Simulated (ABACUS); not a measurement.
Runs of ABACUS 3.10.1 on CoO. Symmetry: I4/mmm, No. 139, tetragonal system. The conventional cell has a = 3.016 Å, b = 3.016 Å, c = 4.214 Å, α = 90.00°, β = 90.00°, γ = 90.00°. Co (site symmetry 4/mmm) is surrounded by 6 O at 2.11 to 2.13 Å. O (site symmetry 4/mmm) has 6 Co at 2.11 to 2.13 Å as nearest neighbours. 

```tsv
task	potentials or basis	cell	gap on the mesh (eV)	pressure (GPa)	moment (μB)	V0 of scaled cells (Å³/atom)	B0 (GPa)
single point	PseudoDojo NC SR 0.4.1 PBE standard, DZP LCAO (the cutoffs set its grid)	as given	none	0.7	2.98	-	-
equation of state	PseudoDojo NC SR 0.4.1 PBE standard, TZDP LCAO (the cutoffs set its grid)	as given	-	-	-	(a)	182
single point	PseudoDojo NC SR 0.4.1 PBE standard, DZP LCAO (the cutoffs set its grid)	atoms moved at random, drawn with an rms of 0.05 Å	none	1.2	2.98	-	-
single point	PseudoDojo NC SR 0.4.1 PBE standard, TZDP LCAO (the cutoffs set its grid)	as given	none	(b)	2.98	-	-
equation of state	PseudoDojo NC SR 0.4.1 PBE standard, DZP LCAO (the cutoffs set its grid)	as given	-	-	-	9.62	181
```

Alike in all rows: level PBE; spin collinear, ferromagnetic start; k mesh 12 × 12 × 12; cutoff (eV) 1361; smearing fermi-dirac 0.05 eV.

Task: Estimate the missing entries.

Result: (a) 9.60; (b) 0.3.

Caveats: the atomic orbitals were generated for these runs and aren't a published set; the basis of atomic orbitals isn't converged, which shifts pressures, moduli and gaps; a cell with one magnetic atom can't hold antiferromagnetic order, which such compounds often take (some runs); semilocal functionals often make such compounds metallic where correlation or magnetic order opens a gap, which also shifts bond lengths (some runs); the cell was scaled at fixed shape and fractional positions, which overstates the stiffness of a crystal with free parameters, most of all of layers and chains (some runs).

A gap of «none» marks a metal or a gap under the smearing width.
